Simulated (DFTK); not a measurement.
# Au (Fm-3m) in DFTK: equation of state

Aim: energy against volume of Au in PBEsol, for its equilibrium volume and stiffness.

Program: DFTK 0.8.2. These are calculated values, not measurements. Logs are shortened: lines on timing, memory, paths and dates and some standing lists are left out, and cuts for length are marked.

**Experimental background.**

From “Exploring toroidal anvil profiles for larger sample volumes above 4 Mbar”, 2024, pmc:11102561, for a bulk crystal of Au: bulk modulus 167 GPa.

How close the calculation comes is told below.

## (1) The crystal as given

The structure is cubic, space group Fm-3m (No. 225). Conventional cell: a = 4.070 Å, b = 4.070 Å, c = 4.070 Å, α = 90.00°, β = 90.00°, γ = 90.00°. Au (site symmetry m-3m) is surrounded by 12 Au at 2.88 Å.

## (2) Equation of state, PBEsol

run.jl reads:

```julia
using DFTK
using PseudoPotentialData
using Unitful, UnitfulAtomic
using LinearAlgebra, Printf
include("save.jl")
disable_threading()

# lattice vectors are the columns
lattice = austrip(1u"Å") * [           0.0          2.035          2.035;
                    2.035            0.0          2.035;
                    2.035          2.035            0.0]
symbols   = [:Au]
positions = [[0.0, 0.0, 0.0]]
pseudopotentials = PseudoFamily("dojo.nc.sr.pbesol.v0_4_1.standard.upf")
elements = Dict(s => ElementPsp(s, pseudopotentials) for s in unique(symbols))
atoms    = [elements[s] for s in symbols]

build_model(lattice, positions; symmetries=true) =
    model_DFT(lattice, atoms, positions;
              functionals=PBEsol(),
              temperature=austrip(0.05u"eV"),
              smearing=Smearing.FermiDirac(),
              symmetries)
Ecut  = 38.0  # hartree
kgrid = [11, 11, 11]
tol   = 1e-6
to_GPa = ustrip(uconvert(u"GPa", 1u"hartree/bohr^3"))

results["points"] = []
for scale in [0.94, 0.96, 0.98, 1.0, 1.02, 1.04, 1.06]
    println("\n=== scale = ", scale)
    model = build_model(cbrt(scale) * lattice, positions)
    basis = PlaneWaveBasis(model; Ecut, kgrid)
    t0 = time()
    scfres = self_consistent_field(basis;
                                   tol,
                                   nbandsalg=AdaptiveBands(model; n_bands_converge=14))
    seconds = time() - t0
    @printf "SCF: %d iterations, %.1f s\n" scfres.n_iter seconds
    forces = compute_forces_cart(scfres)
    stress = compute_stresses_cart(scfres)
    @printf "V = %.5f Å^3  F = %.8f Ha  max force = %.5f eV/Å  p = %.4f GPa\n" ustrip(auconvert(u"Å^3", model.unit_cell_volume)) scfres.energies.total ustrip(auconvert(u"eV/Å", maximum(norm, forces))) (-tr(stress) / 3 * to_GPa)
    push!(results["points"], save_scf!(scfres; forces, stress, d=Dict{String,Any}("seconds" => seconds, "n_matvec" => get(scfres, :n_matvec, 0))))
end

# third-order Birch-Murnaghan fit in x = V^(-2/3)
V = [0.94, 0.96, 0.98, 1.0, 1.02, 1.04, 1.06] * abs(det(lattice))
E = [p["total"] for p in results["points"]]
x = V .^ (-2 / 3)
c = [x .^ 0 x x .^ 2 x .^ 3] \ E
Δ = c[3]^2 - 3c[2] * c[4]
if Δ > 0
    x0 = (-c[3] + sqrt(Δ)) / 3c[4]
    B0 = 4 / 9 * x0^(7 / 2) * (2c[3] + 6c[4] * x0)
    @printf "V0 = %.4f Å^3  B0 = %.2f GPa\n" ustrip(auconvert(u"Å^3", x0^(-3 / 2))) B0 * to_GPa
end
```

Potentials or basis: dojo.nc.sr.pbesol.v0_4_1.standard.upf (PBEsol).

On the command line:

```bash
julia --threads=1 run.jl  # save.jl only writes the numbers to a file and isn't shown; printed stress counts tension as positive; times include loading and compiling
```

What it wrote:

```text
=== scale = 0.94
n     Energy            log10(ΔE)   log10(Δρ)   Diag   Δtime
---   ---------------   ---------   ---------   ----   ------
  1   -147.4039855482                   -0.90    4.4    3.16s
  2   -147.4195990113       -1.81       -1.51    1.0    1.08s
  3   -147.4208029798       -2.92       -2.28    2.1    1.90s
  4   -147.4208220893       -4.72       -2.80    2.0    1.64s
  5   -147.4208233163       -5.91       -3.74    2.0    1.10s
  6   -147.4208233560       -7.40       -4.11    2.9    1.88s
  7   -147.4208233608       -8.32       -4.83    1.6    1.61s
  8   -147.4208233610       -9.71       -5.66    2.5    1.18s
  9   -147.4208233610      -11.27       -6.11    2.5    1.82s
SCF: 9 iterations, 15.5 s
V = 15.84350 Å^3  F = -147.42082336 Ha  max force = 0.00000 eV/Å  p = 14.7514 GPa

=== scale = 0.96
n     Energy            log10(ΔE)   log10(Δρ)   Diag   Δtime
---   ---------------   ---------   ---------   ----   ------
  1   -147.4044146810                   -0.90    4.4    2.37s
[... 43 further cycles ...]
  9   -147.4222549338      -11.07       -6.23    3.1    3.01s
SCF: 9 iterations, 23.1 s
V = 17.52898 Å^3  F = -147.42225493 Ha  max force = 0.00000 eV/Å  p = -5.2010 GPa

=== scale = 1.06
n     Energy            log10(ΔE)   log10(Δρ)   Diag   Δtime
---   ---------------   ---------   ---------   ----   ------
  1   -147.4027051755                   -0.90    4.4    4.23s
  2   -147.4199003301       -1.76       -1.44    1.0    1.51s
  3   -147.4217317118       -2.74       -2.33    2.1    2.66s
  4   -147.4217493299       -4.75       -2.85    2.1    2.42s
  5   -147.4217502223       -6.05       -3.67    2.1    1.95s
  6   -147.4217502583       -7.44       -4.02    2.5    2.61s
  7   -147.4217502664       -8.09       -4.64    1.7    2.38s
  8   -147.4217502669       -9.27       -5.68    2.2    2.66s
  9   -147.4217502669      -11.09       -6.03    3.1    2.42s
SCF: 9 iterations, 23.1 s
V = 17.86607 Å^3  F = -147.42175027 Ha  max force = 0.00000 eV/Å  p = -7.8238 GPa
V0 = 16.9733 Å^3  B0 = 176.41 GPa
```

Wall time 4.6 min (1 thread of Intel Xeon 6975P-C (Granite Rapids), shared host); peak memory 1.7 GiB.

Results:

```yaml
Equilibrium_volume: 16.97 Å³/atom
Bulk_modulus: 176 GPa
Pressure_derivative_of_the_bulk_modulus: 5.7
```

Energy against volume, from the lowest point:
| volume (Å³/atom) | energy (meV/atom) |
| --- | --- |
| 15.843 | 47.82 |
| 16.181 | 22.22 |
| 16.518 | 6.69 |
| 16.855 | 0.00 |
| 17.192 | 1.05 |
| 17.529 | 8.86 |
| 17.866 | 22.59 |

Spin-orbit coupling is left out, which matters for the levels of Au.

## (3) Single point, PBEsol, 15.84 Å³/atom (volume scaled by 0.94)

run.jl is that of step 2.

Potentials or basis: dojo.nc.sr.pbesol.v0_4_1.standard.upf (PBEsol).

On the command line:

```bash
julia --threads=1 run.jl  # one pass of the loop, scale = 0.94; save.jl only writes the numbers to a file and isn't shown; printed stress counts tension as positive; times include loading and compiling
```

Run time: 16 s. Hardware: 1 thread of Intel Xeon 6975P-C (Granite Rapids), shared host.

It converged, with:

- Free energy: -4011.5250 eV
- Pressure: 14.8 GPa
- Band gap on the k mesh: none (metal or under the smearing width)

## (4) Single point, PBEsol, 16.18 Å³/atom (volume scaled by 0.96)

run.jl is that of step 3.

On the command line:

```bash
julia --threads=1 run.jl  # one pass of the loop, scale = 0.96; save.jl only writes the numbers to a file and isn't shown; printed stress counts tension as positive; times include loading and compiling
```

Wall time 14 s (1 thread of Intel Xeon 6975P-C (Granite Rapids), shared host).

The run converged. Its results:

- Free energy: -4011.5506 eV
- Pressure: 9.6 GPa
- Band gap on the k mesh: none (metal or under the smearing width)

## (5) Single point, PBEsol, 16.52 Å³/atom (volume scaled by 0.98)

run.jl is that of step 4.

On the command line:

```bash
julia --threads=1 run.jl  # one pass of the loop, scale = 0.98; save.jl only writes the numbers to a file and isn't shown; printed stress counts tension as positive; times include loading and compiling
```

It took 14 s on 1 thread of Intel Xeon 6975P-C (Granite Rapids), shared host.

The run converged. Its results:

```yaml
Free_energy: -4011.5661 eV
Pressure: 5.2 GPa
Band_gap_on_the_k_mesh: none (metal or under the smearing width)
```

## (6) Single point, PBEsol, 16.85 Å³/atom

run.jl is that of step 5.

Potentials or basis: dojo.nc.sr.pbesol.v0_4_1.standard.upf (PBEsol).

On the command line:

```bash
julia --threads=1 run.jl  # one pass of the loop, scale = 1.0; save.jl only writes the numbers to a file and isn't shown; printed stress counts tension as positive; times include loading and compiling
```

Run time: 23 s. Hardware: 1 thread of Intel Xeon 6975P-C (Granite Rapids), shared host.

It converged, with:

* Free energy: -4011.5728 eV
* Pressure: 1.2 GPa
* Band gap on the k mesh: none (metal or under the smearing width)

## (7) Single point, PBEsol, 17.19 Å³/atom (volume scaled by 1.02)

run.jl is that of step 6.

On the command line:

```bash
julia --threads=1 run.jl  # one pass of the loop, scale = 1.02; save.jl only writes the numbers to a file and isn't shown; printed stress counts tension as positive; times include loading and compiling
```

It took 23 s on 1 thread of Intel Xeon 6975P-C (Granite Rapids), shared host.

The run converged. Its results:

- Free energy: -4011.5717 eV
- Pressure: -2.2 GPa
- Band gap on the k mesh: none (metal or under the smearing width)

## (8) Single point, PBEsol, 17.53 Å³/atom (volume scaled by 1.04)

run.jl is that of step 7.

On the command line:

```bash
julia --threads=1 run.jl  # one pass of the loop, scale = 1.04; save.jl only writes the numbers to a file and isn't shown; printed stress counts tension as positive; times include loading and compiling
```

Wall time 23 s (1 thread of Intel Xeon 6975P-C (Granite Rapids), shared host).

It converged, with:

- Free energy: -4011.5639 eV
- Pressure: -5.2 GPa
- Band gap on the k mesh: none (metal or under the smearing width)

## (9) Single point, PBEsol, 17.87 Å³/atom (volume scaled by 1.06)

run.jl is that of step 8.

Potentials or basis: dojo.nc.sr.pbesol.v0_4_1.standard.upf (PBEsol).

On the command line:

```bash
julia --threads=1 run.jl  # one pass of the loop, scale = 1.06; save.jl only writes the numbers to a file and isn't shown; printed stress counts tension as positive; times include loading and compiling
```

Run time: 23 s. Hardware: 1 thread of Intel Xeon 6975P-C (Granite Rapids), shared host.

Results (log left out):

* Free energy: -4011.5502 eV
* Pressure: -7.8 GPa
* Band gap on the k mesh: none (metal or under the smearing width)

## (10) Against experiment

Step 2. Against the measured bulk modulus of Au, 167 GPa (quoted in “Exploring toroidal anvil profiles for larger sample volumes above 4 Mbar”, 2024, pmc:11102561), the calculated 176 GPa is off by +5.6 %. The fit is for a static lattice scaled at fixed shape and fixed fractional positions.
